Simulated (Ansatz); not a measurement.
**AlN (Fm-3m): response to moved atoms and strain**

Aim: move atoms of AlN (Fm-3m) or strain its cell, and read the forces, the stress and the rise in energy.

Method: DFT PBEsol, scalar-relativistic, plane waves, PAW, in Ansatz 0.2.0.

## (1) The system as given

It takes space group Fm-3m (No. 225, cubic). Conventional cell: a = 4.045 Å, b = 4.045 Å, c = 4.045 Å, α = 90.00°, β = 90.00°, γ = 90.00°. Al (site symmetry m-3m) has 6 N at 2.02 Å as nearest neighbours. Around N (site symmetry m-3m) lie 6 Al at 2.02 Å.

As a file:

```
Al N
1.0
     0.00000    2.02261    2.02261
     2.02261    0.00000    2.02261
     2.02261    2.02261    0.00000
Al N
1 1
Direct
  0.00000 0.00000 0.00000
  0.50000 0.50000 0.50000
```

An earlier run at PBEsol left this cell at 8.274 Å³/atom and 0.00 GPa (14×14×14 mesh).

The changes: atom 2 (N) moved 0.05 Å along z; strain e3 = -0.02, atoms carried along.

## (2) Atom 2 (N) moved 0.05 Å along z

input.yaml reads:

```yaml
crystal:
  lattice:
    - [0.0, 2.0226146461, 2.0226146461]
    - [2.0226146461, 0.0, 2.0226146461]
    - [2.0226146461, 2.0226146461, 0.0]
  atoms:
    - { symbol: Al, position: [0.0, 0.0, 0.0] }
    - { symbol: "N", position: [0.5123602388, 0.5123602388, 0.4876397612] }
basis:
  ecutwfc: 420
  ecutrho_ratio: 4
kpoints:
  mp_grid: { grid: [14, 14, 14] }
hamiltonian:
  xc: pbesol
scf:
  occupations: { method: gaussian, width: 0.05 }
output:
  forces: true
  stress: true
  eigenvalues: true
```

What it wrote (excerpt; [...] marks lines left out):

```text
Warning: RAYON_NUM_THREADS=4 ignored (pool sized by the plan → 4); use --threads N
[...]
Pseudopotentials: kind: paw
Pseudopotential: Al, paw, valence charge 3, recommended cutoff 420 eV (normal), Al.paw.azcp
Pseudopotential: N, paw, valence charge 5, recommended cutoff 420 eV (normal), N.paw.azcp
Functional definition: PBEsol
[...]
Crystal: 2 atoms, lattice volume = 16.549 Å³
Basis set: ecut = 420 eV, 331 PW (Γ), exchange–correlation on 40×40×40 points (8 copies of the dense FFT grid, shifted against one another)
Bands: 8, of which v1, the nominal top of the filled ones, is band 4 counted from 1 (3 counted from 0)
Symmetry: 8 space group operations
Space group: I4mm (ITA 107), of the structure as read, at distance tolerance 2.5e-5 Å
k-points: 244 of 2744 (time reversal used)
[...]
SCF iter   1: F=—  HF=-905.750235 eV  |F-HF|=—  |Δ(HF+E_count)|=         —  Δρ=1.11e-2  dr2=1.95e-2  ethr=1.77e-3  ⟨swp⟩=4.5  Hψ=13452  notcnv=0
[...]
SCF iter   6: F=-905.744070 eV  HF=-905.744070 eV  |F-HF|=2.16e-12  |Δ(HF+E_count)|=  5.57e-10  Δρ=7.30e-7  dr2=3.09e-11  ethr=1.00e-11  ⟨swp⟩=1.4  Hψ=7152  notcnv=0
[...]
SCF converged after 6 iterations
Free energy (F): -905.744070 eV
[...]
E sigma→0 (E₀):  -905.744070 eV
Fermi energy:    13.389713 eV
[...]
--- Forces (eV/Å), atoms counted from 1 ---
  atom   1  Al     0.00000000     0.00000000     0.37081620
  atom   2  N      0.00000000     0.00000000    -0.37081992
[...]
--- Stress (GPa, compression-positive) ---
       -0.094363       0.000000       0.000000
        0.000000      -0.094363       0.000000
        0.000000       0.000000       1.414510
  P = ⅓ Tr σ = 0.4086 GPa (4.086 kbar)
--- Band table (eV; the first three rows and the last of 244) ---
  k-point 0: bands = ["-6.4015", "11.1095", "11.1206", "11.1206", "16.7439", "23.1074", "23.1094", "23.1094"]
[...]
```

Run time: 1.4 s. Hardware: 4 threads of an Arm CPU, shared host; peak memory 0.32 GiB.

Read off: volume 8.274 Å³/atom, pressure 0.41 GPa, gap on the mesh 4.54 eV.

Forces on the atoms, as numbers:

```tsv
atom	x (eV/Å)	y (eV/Å)	z (eV/Å)
Al1	0.000	0.000	0.371
N2	0.000	0.000	-0.371
```

## (3) Strain e3 = -0.02, atoms carried along

input.yaml reads:

```yaml
crystal:
  lattice:
    - [0.0, 2.0226146461, 1.9821623532]
    - [2.0226146461, 0.0, 1.9821623532]
    - [2.0226146461, 2.0226146461, 0.0]
  atoms:
    - { symbol: Al, position: [0.0, 0.0, 0.0] }
    - { symbol: "N", position: [0.5, 0.5, 0.5] }
basis:
  ecutwfc: 420
  ecutrho_ratio: 4
kpoints:
  mp_grid: { grid: [14, 14, 14] }
hamiltonian:
  xc: pbesol
scf:
  occupations: { method: gaussian, width: 0.05 }
output:
  forces: true
  stress: true
  eigenvalues: true
```

What it wrote (excerpt; [...] marks lines left out):

```text
Warning: RAYON_NUM_THREADS=4 ignored (pool sized by the plan → 4); use --threads N
[...]
[... 4 set-up lines as earlier in the session ...]
[...]
Crystal: 2 atoms, lattice volume = 16.218 Å³
Basis set: ecut = 420 eV, 331 PW (Γ), exchange–correlation on 40×40×40 points (8 copies of the dense FFT grid, shifted against one another)
Bands: 8, of which v1, the nominal top of the filled ones, is band 4 counted from 1 (3 counted from 0)
Symmetry: 16 space group operations
Space group: I4/mmm (ITA 139), of the structure as read, at distance tolerance 2.5e-5 Å
k-points: 244 of 2744
[...]
SCF iter   1: F=—  HF=-905.749535 eV  |F-HF|=—  |Δ(HF+E_count)|=         —  Δρ=1.15e-2  dr2=2.01e-2  ethr=1.77e-3  ⟨swp⟩=4.5  Hψ=13459  notcnv=0
[...]
SCF iter   6: F=-905.743110 eV  HF=-905.743110 eV  |F-HF|=2.27e-13  |Δ(HF+E_count)|=  3.30e-10  Δρ=3.84e-7  dr2=6.66e-12  ethr=6.72e-12  ⟨swp⟩=1.4  Hψ=7227  notcnv=0
[...]
SCF converged after 6 iterations
Free energy (F): -905.743110 eV
[...]
E sigma→0 (E₀):  -905.743110 eV
Fermi energy:    13.747482 eV
[...]
--- Forces (eV/Å), atoms counted from 1 ---
  atom   1  Al    -0.00000000     0.00000000     0.00000000
  atom   2  N      0.00000000    -0.00000000    -0.00000000
[...]
--- Stress (GPa, compression-positive) ---
        3.503142       0.000000      -0.000000
        0.000000       3.503142      -0.000000
       -0.000000      -0.000000      10.221831
  P = ⅓ Tr σ = 5.7427 GPa (57.427 kbar)
--- Band table (eV; the first three rows and the last of 244) ---
  k-point 0: bands = ["-6.2953", "11.3133", "11.4618", "11.4618", "17.3259", "23.3699", "23.3699", "23.6424"]
[...]
```

Run time: 1.1 s. Hardware: 4 threads of an Arm CPU, shared host; peak memory 0.3 GiB.

Result: volume 8.109 Å³/atom, pressure 5.74 GPa, mesh gap 4.57 eV.

## (4) The distortions side by side

| change | change of free energy (meV/atom) | largest force (eV/Å) | largest change of stress (GPa) |
| --- | --- | --- | --- |
| atom 2 (N) moved 0.05 Å along z | 4.59 | 0.371 | 1.41 |
| strain e3 = -0.02, atoms carried along | 5.07 | 0.000 | 10.22 |

Moving atom 2 by 0.05 Å meets a restoring force of 0.371 eV/Å along the move, a force constant of about 7.4 eV/Å². The strain e3 = -0.02 changes that stress component by +10.22 GPa (compression positive), a ratio of 511 GPa; that is a secant over a finite strain with the atoms carried along, not the elastic constant. No change lowers the energy by more than 0.5 meV/atom; other distortions weren't tried.
